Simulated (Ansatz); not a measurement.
# Se: the cost of one run

Method: DFT PBE, scalar-relativistic, in Ansatz 0.2.0.

## Step 1: The starting structure

It takes space group P3_121 (No. 152, trigonal). Conventional cell: a = 4.366 Å, b = 4.366 Å, c = 4.954 Å, α = 90.00°, β = 90.00°, γ = 120.00°. Around Se (site symmetry 2) lie 2 Se at 2.37 Å.

Structure file:

```xyz
3
Lattice="4.3662 0.0000 0.0000 -2.1831 3.7812 0.0000 0.0000 0.0000 4.9536" Properties=species:S:1:pos:R:3 pbc="T T T"
Se    0.9841    0.0000    1.6512
Se   -0.4921    0.8523    3.3024
Se    1.6910    2.9289    0.0000
```

Atoms are numbered in the order of the input: Se1, Se2, Se3.

## Step 2: After the deformation

Space group P3_121 before, P1 after.

## Step 3: All-electron LAPW

The input, input.yaml:

```yaml
crystal:
  lattice:
    - [4.3661999489, -0.0218309997, -0.0218309997]
    - [-2.2020061749, 3.7921555737, -0.0079907005]
    - [-0.024768, -0.024768, 4.9536]
  atoms:
    - { symbol: Se, position: [0.2254, 0.0, 0.3333333333] }
    - { symbol: Se, position: [0.0, 0.2254, 0.6666666667] }
    - { symbol: Se, position: [0.7746, 0.7746, 0.0] }
kpoints:
  mp_grid: { grid: [6, 6, 5] }
  band_path:
    path:
      - [0.0, 0.0, 0.0]
      - [0.0, 0.0, 0.5]
      - [-0.5, 0.5, 0.0]
      - [0.0, 0.0, 0.0]
      - [0.0, -0.5, 0.0]
      - [-0.5, 0.0, 0.5]
      - [0.0, 0.0, 0.0]
      - [-0.5, 0.0, 0.0]
      - [0.0, -0.5, 0.5]
    npoints: 5
scf:
  occupations: { method: fermi_dirac, width: 0.03 }
hamiltonian:
  xc: pbe
  pseudopotentials: { kind: all_electron, lapw: { basis_error: 0.001 } }
output:
  forces: true
  stress: true
  eigenvalues: true
```

Run with:

```bash
$ ansatz run input.yaml --threads 1 --pin off --max-ram 4096MiB --backend cpu --events-out ev --progress --plain --runs-dir out
```

What time and memory should one allow on 1 thread of Intel Xeon Platinum 8488C (Sapphire Rapids), shared host?

About 2.4 min, with a peak of 0.68 GiB.
